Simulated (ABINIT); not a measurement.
Input of an ABINIT 10.8.3 (patched build) run:

File run.abi:

```
# Pseudopotentials
pp_dirpath "./"
pseudos "Ge.upf"

# Structure
acell 3*1.0
rprim
     7.5543424031     0.0000000000     0.0000000000
    -3.7771712017     6.5422524301     0.0000000000
     0.0000000000     0.0000000000    12.4710169184
ntypat 1
znucl 32
natom 4
typat 1 1 1 1
xred
     0.3333333333     0.6666666667     0.9370987500
     0.6666666667     0.3333333333     0.4370987500
     0.3333333333     0.6666666667     0.5629012500
     0.6666666667     0.3333333333     0.0629012500

# Plane-wave basis
ecut 35.0

# k points
kptopt 1
ngkpt 6 6 3
nshiftk 1
shiftk 0.0 0.0 0.0

# Exchange and correlation
ixc -116133

# Bands and occupations
nband 34
occopt 3
tsmear 0.05 eV

# SCF cycle
nstep 100
tolvrs 1.0e-10

# Output
iomode 3
prtwf 0
prtden 0
prteig 0
prtebands 0
prtvol 2
```

Potentials or basis: PseudoDojo NC SR PBEsol v0.4.1 standard.

Run with:

```bash
$ mpirun --bind-to none -np 4 abinit run.abi > log 2>&1
```

**Question.** Estimate the largest force.

**Answer.** 0.021 eV/Å.

**Question.** What does it give for the band gap on the k mesh?

**Answer.** 0.17 eV, direct.

Stress tensor (GPa, compression positive):
```
-1.58  0.00  0.00
 0.00 -1.58  0.00
 0.00  0.00 -2.14
```

Caveat: an odd mesh through Γ misses points on the zone boundary, where band edges often lie.
